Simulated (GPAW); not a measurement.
Crystal: Al2Pt.

```xyz
3
Lattice="0.0000 2.9550 2.9550 2.9550 0.0000 2.9550 2.9550 2.9550 0.0000" Properties=species:S:1:pos:R:3 pbc="T T T"
Pt    0.0000    0.0000    0.0000
Al    4.4325    4.4325    4.4325
Al    1.4775    1.4775    1.4775
```

Base run:

| Quantity | Value |
| --- | --- |
| Program | GPAW 26.7.0 |
| Functional | LDA |
| Potentials or basis | the program's PAW data sets (release 1.2.1) made for this functional |
| Cutoff | 500 eV |
| Basis | pw |
| k mesh | 6 × 6 × 6 |
| Occupations | fermi-dirac, width 0.05 eV |
| Spin | no spin polarisation |

Its results: band gap on the k mesh none (metal or under the smearing width); pressure -3.7 GPa.

Problem. The run is repeated on the same cell with these changes: functional from LDA to PBE; potentials or basis from the program's PAW data sets (release 1.2.1) made for this functional to GPAW PAW data sets (gpaw-data 1.2.1); cutoff from 500 eV to 450 eV. What comes out?

Solution. Band gap on the k mesh none (metal or under the smearing width); pressure 2.6 GPa.

Caveats: the cutoff is short for stress and forces, so pressures can be off by a GPa or more.

Not every run made on this cell is shown here.
